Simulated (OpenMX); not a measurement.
TaN:

```
Ta N
1.0
     0.00000    2.21132    2.21132
     2.21132    0.00000    2.21132
     2.21132    2.21132    0.00000
Ta N
1 1
Direct
  0.50000 0.50000 0.50000
  0.00000 0.00000 0.00000
```

The cell comes from a database or a generator and needn't be the stable form of this composition.

```yaml
Program: OpenMX 3.8.5
Task: single point
Functional: PBE
Potentials_or_basis: OpenMX 2013 PBE set, Ta7.0-s3p2d2f1, N6.0-s2p2d1, grid cutoff 400 Ry
k_mesh: 11 × 11 × 11
Occupations: fermi-dirac, width 0.05 eV
Spin: no spin polarisation
```

On this cell: pressure -5.1 GPa; largest force zero by symmetry; band gap on the k mesh none (metal or under the smearing width).

The same run follows on a disturbed copy (atoms moved at random, drawn with an rms of 0.05 Å):

```
Ta N
1.0
     0.00000    2.21132    2.21132
     2.21132    0.00000    2.21132
     2.21132    2.21132    0.00000
Ta N
1 1
Direct
  0.51353 0.48421 0.52898
  0.98710 0.98530 0.01570
```

Task: What does the disturbed cell give?

Result: The energy (extrapolated to zero smearing) moves by +24.3 meV/atom; pressure -3.0 GPa; largest force 0.883 eV/Å; band gap on the k mesh none (metal or under the smearing width).

Forces in eV/Å, atoms in the order of the input:
```
Ta  -0.229 -0.714 -0.466
N    0.230  0.712  0.456
```

Caveats: the basis of atomic orbitals isn't converged, which shifts pressures, moduli and gaps.
